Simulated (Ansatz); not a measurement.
Crystal: MgTe.

```
Te Mg
1.0
     0.00000    3.23200    3.23200
     3.23200    0.00000    3.23200
     3.23200    3.23200    0.00000
Te Mg
1 1
Cartesian
  1.6160 1.6160 1.6160
  0.0000 0.0000 0.0000
```

The cell comes from a database or a generator and needn't be the stable form of this composition.

Base run:

```yaml
Program: Ansatz 0.2.0
Functional: PBEsol
Potentials_or_basis: Ansatz PAW
Cutoff: "420 eV (not typed: the program's choice for these potentials)"
k_mesh: 7 × 7 × 7
Occupations: fermi-dirac, width 0.05 eV
Spin: no spin polarisation
```

Its results: band gap on the k mesh 2.30 eV, direct; pressure -0.4 GPa.

Task: The run is repeated on the same cell with these changes: functional from PBEsol to r2SCAN; cutoff from 420 eV (not typed: the program's choice for these potentials) to 500 eV (not typed: the program's choice for these potentials). What comes out?

Result: Band gap on the k mesh 3.11 eV, direct; pressure 0.0 GPa.

r2SCAN gives the wider gap, since meta-GGAs in the generalised Kohn-Sham scheme recover part of the derivative discontinuity.

Caveats: spin-orbit coupling is left out, which moves the levels of the heavy elements; the PAW data sets come from PBE, with cores solved anew for the run's functional, which leaves a small shift of forces and pressure.
